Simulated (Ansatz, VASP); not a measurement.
# CoO in VASP and in Ansatz

```
Co O
1.0
    -1.41423    2.44951    2.72172
     2.82845    0.00000    2.72172
     1.41422    2.44951    0.00000
Co O
2 2
Direct
  0.25000 0.25000 0.75000
  0.75000 0.75000 0.25000
  0.83333 0.16667 0.50000
  0.33333 0.66667 0.00000
```

The cell was built by a generator and needn't be a form met in nature.

Alike in both runs: task single point; functional PBE; k mesh 8 × 8 × 8; occupations fermi-dirac, width 0.05 eV; collinear spin, antiferromagnetic start.

|  | VASP | Ansatz |
| --- | --- | --- |
| version | VASP 6.6.1 | Ansatz 0.2.0 |
| potentials or method | VASP PAW PBE potentials, release 64 (Co, O) | Ansatz PAW |
| plane-wave cutoff (eV) | 520 | 420 |
| valence electrons in the cell | 30 | 46 |

Ansatz gave:

| Property | Result |
| --- | --- |
| gap on the k mesh at the Fermi level (eV) | none |
| pressure (GPa) | 1.2 |
| largest component of the traceless stress (GPa) | 4.57 |
| rms of the force components (eV/Å) | 0.161 |
| net moment per atom (μB) | 0.00 |
| size of the moment on the site where the two differ most (μB) | 2.29 |

Problem. What did VASP give for the same quantities?

Solution. gap on the k mesh at the Fermi level (eV): none; pressure (GPa): 0.7; largest component of the traceless stress (GPa): 4.49; rms of the force components (eV/Å): 0.169; net moment per atom (μB): 0.00; size of the moment on the site where the two differ most (μB): 2.35.

Site moments also hang on the region over which each program counts them. Atom by atom the forces differ by 0.008 eV/Å (rms over components). A gap of «none» marks a metal or a gap that the smearing closes. The two sets of potentials don't hold the same shells in valence.

Caveats: semilocal functionals often make such compounds metallic where correlation or magnetic order opens a gap, which also shifts bond lengths; the pressure holds a Pulay correction of +0.7 GPa for the finite cutoff (Ansatz). With open d or f shells a metallic result of PBE can be an artefact of self-interaction; +U or a hybrid may open a gap.
